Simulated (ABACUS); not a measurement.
Wanted: the native input for an ABACUS 3.10.1 run.

```yaml
Task: single point
Functional: TPSS
Potentials_or_basis: SG15 ONCV 1.2 PBE
Cutoff: 1170 eV
Density_cutoff: 4680 eV
Basis: plane waves
k_mesh: 7 × 7 × 7
Occupations: fermi-dirac, width 0.05 eV
Spin: no spin polarisation
Radial_cutoff_of_the_potentials_pseudo_rcut: 7 bohr
SCF_threshold_on_the_density: 1e-08
Max_SCF_steps: 100
Eigensolver: dav
Mixing: broyden
Mixing_share: 0.7
Symmetry_key: 1
Bands: 12
```

Crystal: Li.

```
Li
1.0
    -1.75465    1.75465    1.75465
     1.75465   -1.75465    1.75465
     1.75465    1.75465   -1.75465
Li
1
Direct
  0.00000 0.00000 0.00000
```

These files were run (other wordings do the same):

INPUT

```
INPUT_PARAMETERS
suffix              Li
calculation         scf
basis_type          pw
pseudo_dir          ./
symmetry            1
dft_functional      MGGA_X_TPSS+MGGA_C_TPSS
ecutwfc             86
pseudo_rcut         7
nspin               1
nbands              12
ks_solver           dav
smearing_method     fd
smearing_sigma      0.00367493
scf_thr             1e-08
scf_nmax            100
mixing_type         broyden
mixing_beta         0.7
cal_force           1
cal_stress          1
mixing_tau          1
out_chg             1
kpar                4
```

STRU

```
ATOMIC_SPECIES
Li 6.9400 Li_ONCV_PBE-1.2.upf

LATTICE_CONSTANT
1.8897261246

LATTICE_VECTORS
-1.7546500000 1.7546500000 1.7546500000
1.7546500000 -1.7546500000 1.7546500000
1.7546500000 1.7546500000 -1.7546500000

ATOMIC_POSITIONS
Direct

Li
0.0
1
0.0000000000 0.0000000000 0.0000000000 1 1 1
```

KPT

```
K_POINTS
0
Gamma
7 7 7 0 0 0
```

Potentials or basis: SG15 ONCV 1.2 PBE, plane waves.

Run with:

```sh
$ OMP_NUM_THREADS=1 mpirun -np 4 abacus > log
```

It gave:

```yaml
Pressure: -2.2 GPa
Band_gap_on_the_k_mesh: none (metal or under the smearing width)
```

Caveat: the k mesh is coarse (spacing up to 0.36 Å⁻¹), so the values aren't converged; the potentials were made for another functional, which shifts forces and pressure.

It took 12 s on 4 MPI ranks on Intel(R) Xeon(R) Platinum 8223CL CPU @ 3.00GHz (Skylake/Cascade Lake), on a shared host, peak memory 0.28 GiB a rank.
